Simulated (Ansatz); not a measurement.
## SnO: energy along a strain

SnO, P4/nmm, a = 3.802 Å, c = 4.836 Å (as given, not relaxed at this level: 4.2 GPa, forces to 0.35 eV/Å). Ansatz: PBE, PAW, 420 eV, Γ-centred 12×12×10 mesh on 4 atoms, Gaussian smearing 0.15 eV; no spin polarisation. Cell vectors (Å): 3.802 0.000 0.000; 0.000 3.802 0.000; 0.000 0.000 4.836. The cell is strained by x per cent times the pattern (1 -1 0 0 0 0) in the order xx yy zz yz xz xy (engineering shears), with fractional coordinates held. y is the free energy over the start, V0 = 17.476 Å³/atom. Symmetry makes y even in x. Points with a strain past 8.5 % were computed too (4) and aren't used here.

```tsv
x (%)	y (meV/atom)
-7.50	49.48
0.00	0.00
1.87	2.90
3.75	11.81
5.62	?
```

**Question.** Fit y = c2 x² + c4 x⁴ to the other rows, get the stiffness along the pattern, and predict the missing energy.

**Answer.** Least squares on the rows shown. y = 0.82650 x² + 0.00094485 x⁴. The clamped-ion stiffness p·C·p = 2 × 8.265 eV × 160.2 / 17.476 Å³ = 152 GPa (second derivative at the start, which stands under stress). At x = 5.62 the fit asked for gives 27.05 meV/atom. The run gave 27.05 meV/atom, the same to the digits shown.